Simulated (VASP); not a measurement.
The system is C.

```
C
1.0
     2.13038   -1.22995   -0.00564
     2.13038    1.22995   -0.00564
    -1.39033    0.00000    3.57066
C
2
Direct
  0.83335 0.83335 0.00005
  0.16665 0.16665 0.99995
```

This is a stacking variant of graphite.

Base run:

| Property | Result |
| --- | --- |
| Program | VASP 6.6.1 |
| Functional | PBEsol |
| Potentials or basis | VASP PAW PBE potentials, release 64 (C) |
| Cutoff | 700 eV |
| k mesh | 16 × 16 × 10 |
| Occupations | gaussian, width 0.02 eV |
| Spin | no spin polarisation |

Its results: band gap on the k mesh 0.68 eV, indirect (least direct gap 0.68 eV); pressure -0.2 GPa.

Task: The run is repeated on the same cell with these changes: cutoff from 700 eV to 520 eV; k mesh from 16 × 16 × 10 to 26 × 26 × 16. What comes out?

Result: Band gap on the k mesh 0.26 eV, indirect (least direct gap 0.27 eV); pressure 0.4 GPa.

Caveats: the PAW data sets were made with another functional, which shifts forces and pressure a little; this functional lacks dispersion, which binds the layers, so the pressure and a relaxed spacing across them are unreliable.

A k mesh can miss the band edges.
